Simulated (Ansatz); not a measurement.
## Band structure of BaS

```
CELL_PARAMETERS angstrom
0.00000 3.51614 3.51614
3.51614 0.00000 3.51614
3.51614 3.51614 0.00000
ATOMIC_POSITIONS crystal
Ba 0.00000 0.00000 0.00000
S 0.25000 0.25000 0.25000
```

Atom numbers follow the list: Ba1, S2.

The structure comes from a relaxation in the same program, started in the zincblende type, and has space group F-43m. Whether it is a known phase or the ground state wasn't checked.

Theory: DFT, PBE, all-electron LAPW, Dirac equation with spin-orbit coupling in Ansatz 0.2.0.

The runs use a Γ-centred 9×9×9 k mesh, Fermi–Dirac smearing of 0.08 eV, basis error target 0.25 meV/atom, no spin polarisation.

Points in fractions of the reciprocal vectors of this cell: Γ (0, 0, 0), X (-0.5, -0.5, 0), U (-0.375, -0.375, 0.25), K (-0.375, 0, 0.375), L (0, 0, 0.5), W (-0.5, -0.25, 0.25). The path joins them by straight lines in the order Γ–X–U–K–Γ–L–W–X; legs that retrace an earlier one aren't tabulated. Energies are in eV from the top of the valence band.

(1) Metal or insulator at this level of theory?

(2) Tabulate bands 39 to 45, counted from the lowest band of the run, along the path.

Answers

(1) An insulator or semiconductor: gap 2.70 eV, indirect from W (-0.5, -0.25, 0.25) to Γ.

(2) 
```csv
k (1/Å),point,band 39,band 40,band 41,band 42,band 43,band 44,band 45
0.00,Γ,-0.70,-0.70,-0.70,-0.70,2.70,2.70,5.04
0.18,,-0.68,-0.68,-0.65,-0.65,3.00,3.00,4.70
0.36,,-0.54,-0.54,-0.50,-0.50,3.71,3.71,4.14
0.54,,-0.33,-0.33,-0.30,-0.30,3.60,3.60,4.66
0.71,,-0.16,-0.16,-0.11,-0.11,3.42,3.42,4.72
0.89,X,-0.09,-0.09,-0.03,-0.03,3.43,3.43,4.49
0.96,,-0.10,-0.08,-0.04,-0.03,3.42,3.43,4.47
1.02,,-0.13,-0.09,-0.06,-0.05,3.41,3.43,4.44
1.08,,-0.18,-0.11,-0.09,-0.08,3.40,3.42,4.44
1.15,,-0.23,-0.14,-0.14,-0.12,3.38,3.41,4.49
1.21,U,-0.29,-0.20,-0.18,-0.17,3.39,3.41,4.57
1.32,,-0.39,-0.33,-0.18,-0.11,3.42,3.45,4.48
1.43,,-0.52,-0.48,-0.16,-0.08,3.45,3.50,4.33
1.54,,-0.52,-0.48,-0.16,-0.08,3.45,3.50,4.33
1.65,,-0.39,-0.33,-0.18,-0.11,3.42,3.45,4.48
1.76,K,-0.29,-0.20,-0.18,-0.17,3.39,3.41,4.57
1.95,,-0.49,-0.41,-0.33,-0.32,3.67,3.67,4.75
2.14,,-0.54,-0.49,-0.46,-0.45,4.13,4.13,4.48
2.33,,-0.63,-0.61,-0.54,-0.53,3.76,3.77,4.50
2.51,,-0.71,-0.70,-0.65,-0.65,3.03,3.03,4.79
2.70,Γ,-0.70,-0.70,-0.70,-0.70,2.70,2.70,5.04
2.86,,-0.71,-0.71,-0.68,-0.67,2.92,2.92,4.92
3.01,,-0.66,-0.66,-0.61,-0.60,3.46,3.46,4.78
3.17,,-0.58,-0.58,-0.52,-0.52,4.01,4.01,4.80
3.32,,-0.53,-0.53,-0.46,-0.46,4.30,4.30,5.00
3.48,L,-0.50,-0.50,-0.43,-0.43,4.36,4.36,5.18
3.60,,-0.51,-0.48,-0.43,-0.41,4.23,4.24,4.92
3.73,,-0.53,-0.47,-0.37,-0.31,3.92,3.94,4.65
3.86,,-0.55,-0.50,-0.25,-0.17,3.62,3.65,4.43
3.98,,-0.57,-0.53,-0.14,-0.05,3.42,3.47,4.28
4.11,W,-0.57,-0.54,-0.10,0.00,3.36,3.42,4.22
4.20,,-0.44,-0.43,-0.09,0.00,3.37,3.42,4.24
4.29,,-0.29,-0.28,-0.08,-0.01,3.38,3.43,4.30
4.38,,-0.18,-0.16,-0.07,-0.02,3.40,3.43,4.38
4.47,,-0.11,-0.09,-0.04,-0.03,3.42,3.44,4.45
4.56,X,-0.09,-0.09,-0.03,-0.03,3.43,3.43,4.49
```
